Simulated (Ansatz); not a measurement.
Bulk crystal (CeO$_{2}$) after relaxation:

```cif
data_structure
_symmetry_space_group_name_H-M 'P 1'
_symmetry_Int_Tables_number 1
_cell_length_a 3.8637
_cell_length_b 3.8637
_cell_length_c 3.8637
_cell_angle_alpha 60.000
_cell_angle_beta 60.000
_cell_angle_gamma 60.000
_cell_volume 40.79
loop_
_atom_site_label
_atom_site_type_symbol
_atom_site_fract_x
_atom_site_fract_y
_atom_site_fract_z
_atom_site_occupancy
Ce1 Ce 0.00000 0.00000 0.00000 1
O1 O 0.25000 0.25000 0.25000 1
O2 O 0.75000 0.75000 0.75000 1
```

Miller indices refer to the conventional cell of Fm-3m (No. 225), a = 5.464 Å, b = 5.464 Å, c = 5.464 Å, α = 90.00°, β = 90.00°, γ = 90.00°. The bulk's gap is 1.89 eV.

The (111) slab of 12 planes, 11.0 Å thick with 15 Å of vacuum as cut; outer planes O (top) and O (bottom).

All numbers below come from DFT PBE, scalar-relativistic, plane waves, PAW (Ansatz). Settings: cutoff 420 eV, Γ-centred mesh 9×9×1 on the computed 12-atom cell, Gaussian smearing of 0.05 eV; no spin polarisation. The cell repeats along c with a dipole correction in the vacuum.

With the atoms at the bulk's places:

```json
{"Surface energy (mean of both faces)": "0.68 J/m²", "Gap of the slab on the mesh": "1.84 eV", "Bulk valence band top under the vacuum level": "6.46 eV", "Bulk conduction band bottom under the vacuum level": "4.57 eV"}
```

Task: What changes when all atoms relax?

Result: The energy falls by 0.007 J/m² a face, and the largest move is 0.05 Å.

```
Surface energy (mean of both faces)                : 0.67 J/m²
Gap of the slab on the mesh                        : 1.86 eV
Bulk valence band top under the vacuum level       : 6.38 eV
Bulk conduction band bottom under the vacuum level : 4.49 eV
```

```tsv
plane (bottom to top)	atoms	spacing to next, bulk (Å)	relaxed (Å)	change (%)
1	O	0.789	0.767	-2.7
2	Ce	0.789	0.793	+0.6
3	O	1.577	1.534	-2.8
4	O	0.789	0.802	+1.7
5	Ce	0.789	0.787	-0.2
6	O	1.577	1.582	+0.3
7	O	0.789	0.787	-0.2
8	Ce	0.789	0.802	+1.7
9	O	1.577	1.534	-2.8
10	O	0.789	0.793	+0.6
11	Ce	0.789	0.767	-2.7
12	O
```

Slabs this thin can still miss converged surface energies by a few hundredths of a J/m² and work functions by about a tenth of an eV. Other terminations of this plane can be more stable.

Spin-orbit coupling is left out, which matters for the bands of heavy elements. Without a Hubbard U the f levels lie too near the Fermi level, so gaps, band edges and the localisation of f electrons are unreliable. An odd k mesh misses the midpoints of the zone's edges, so a slab's gap and band edges read on it can be off.

γ = (E_slab − N·E_bulk)/2A = 1.088 eV / (2 × 12.93 Å²) = 42.1 meV/Å² = 0.67 J/m², with N = 12 atoms. The cut crosses 2 bonds a cell (neighbours within 10 % of the shortest distances), so each costs 0.54 eV on this count.

The low surface energy of 0.67 J/m² and the slight relaxation both follow from how this cut divides the fluorite lattice. It passes between neutral O–Ce–O trilayers, so the faces carry no polar charge, and each surface Ce loses only one of its oxygen neighbours. The outer O plane moves towards Ce, as expected when the remaining bonds strengthen, but the largest fractional contraction, -2.8 %, lies between the first and second trilayers. The spacing between the two central trilayers barely changes.

Relaxation raises both bulk band edges equally towards the vacuum level, which points to a changed surface dipole rather than a changed bulk gap. The inward shift of the outer anions probably accounts for most of it. The slab gap stays close to the bulk value, as expected for a stoichiometric surface with filled O 2p and formally empty Ce 4f states. The 0.54 eV per cut bond is an average cleavage cost that includes relaxation, not the dissociation energy of a single Ce–O bond.
